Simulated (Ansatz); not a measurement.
**TaN: stress in a strained cell**

Aim: deform TaN (equal xy, yz and zx engineering shear strains of -3 %) and compute stress, forces and field gradients with LAPW, PAW and all-electron datasets made for the crystal.

Program: Ansatz 0.2.0. Level of theory: DFT PBEsol, scalar-relativistic. These are calculated values, not measurements.

**1. Starting point**

Symmetry: P-6m2, No. 187, hexagonal system. Conventional cell: a = 2.938 Å, b = 2.938 Å, c = 2.883 Å, α = 90.00°, β = 90.00°, γ = 120.00°. Ta (site symmetry -6m2) has 6 N at 2.23 Å as nearest neighbours. N (site symmetry -6m2) is surrounded by 6 Ta at 2.23 Å.

As a file:

```cif
data_structure
_symmetry_space_group_name_H-M 'P-6m2'
_symmetry_Int_Tables_number 187
_cell_length_a 2.9380
_cell_length_b 2.9380
_cell_length_c 2.8830
_cell_angle_alpha 90.000
_cell_angle_beta 90.000
_cell_angle_gamma 120.000
_cell_volume 21.55
loop_
_atom_site_label
_atom_site_type_symbol
_atom_site_symmetry_multiplicity
_atom_site_Wyckoff_symbol
_atom_site_fract_x
_atom_site_fract_y
_atom_site_fract_z
_atom_site_occupancy
Ta1 Ta 1 b 0.00000 0.00000 0.50000 1
N1 N 1 e 0.66667 0.33333 0.00000 1
```

The file gives the conventional cell by its symmetry; the runs use the cell typed in the input.

Atoms are numbered in the order of the input: Ta1, N2.

**2. The deformed structure**

Space group P-6m2 before, P1 after.

**3. All-electron LAPW**

The input, input.yaml:

```yaml
crystal:
  lattice:
    - [2.9379988584, -0.0440699829, -0.0440699829]
    - [-1.5071651539, 2.5664166391, -0.0161307333]
    - [-0.043245, -0.043245, 2.883]
  atoms:
    - { symbol: Ta, position: [0.3333333333, 0.6666666667, 0.5] }
    - { symbol: "N", position: [0.0, 0.0, 0.0] }
kpoints:
  mp_grid: { grid: [12, 12, 10] }
  band_path:
    path:
      - [0.0, 0.0, 0.0]
      - [0.0, 0.0, 0.5]
      - [-0.5, 0.5, 0.0]
      - [0.0, 0.0, 0.0]
      - [0.0, -0.5, 0.0]
      - [-0.5, 0.0, 0.5]
      - [0.0, 0.0, 0.0]
      - [-0.5, 0.0, 0.0]
      - [0.0, -0.5, 0.5]
    npoints: 5
scf:
  occupations: { method: fermi_dirac, width: 0.02 }
hamiltonian:
  xc: pbesol
  pseudopotentials: { kind: all_electron, lapw: { basis_error: 0.0005 } }
output:
  forces: true
  stress: true
  eigenvalues: true
```

On the command line:

```
$ ansatz run input.yaml --threads 1 --pin off --max-ram 3072MiB --backend cpu --events-out ev --progress --plain --runs-dir out
```

**4. PAW with frozen cores**

The input, input.yaml:

```yaml
crystal:
  lattice:
    - [2.9379988584, -0.0440699829, -0.0440699829]
    - [-1.5071651539, 2.5664166391, -0.0161307333]
    - [-0.043245, -0.043245, 2.883]
  atoms:
    - { symbol: Ta, position: [0.3333333333, 0.6666666667, 0.5] }
    - { symbol: "N", position: [0.0, 0.0, 0.0] }
kpoints:
  mp_grid: { grid: [12, 12, 10] }
scf:
  occupations: { method: fermi_dirac, width: 0.02 }
hamiltonian:
  xc: pbesol
  pseudopotentials: { kind: paw }
output:
  forces: true
  stress: true
  eigenvalues: true
  efg: { contact_densities: true }
```

**5. All-electron PAW on datasets made for the crystal**

input.yaml, as its differences from that of step 4:

```diff
@@ -14,3 +14,3 @@
   xc: pbesol
-  pseudopotentials: { kind: paw }
+  pseudopotentials: { kind: all_electron, datasets: crystal }
 output:
```

(Steps that only read results are left out.)

Before running it: what results should come out? Wanted: pressure; largest shear or deviatoric stress.

As calculated:

| quantity | value |
| --- | --- |
| pressure | LAPW -3.80, PAW -3.88, crystal datasets -3.80 GPa |
| largest shear or deviatoric stress (LAPW) | 7.60 GPa |

The largest part of the stress beyond the pressure is 7.60 GPa in size; the atoms are carried along and not relaxed. No run of the undeformed cell stands beside it, so the pressure holds what the given cell had before the change. PAW: stress within 0.08 GPa of LAPW, forces within 2 meV/Å. Crystal datasets: stress within 0.01 GPa of LAPW, forces within 1 meV/Å. Spin-orbit coupling is left out, though the cell holds Ta; in elements this heavy it can shift bands and gaps by tenths of an eV.
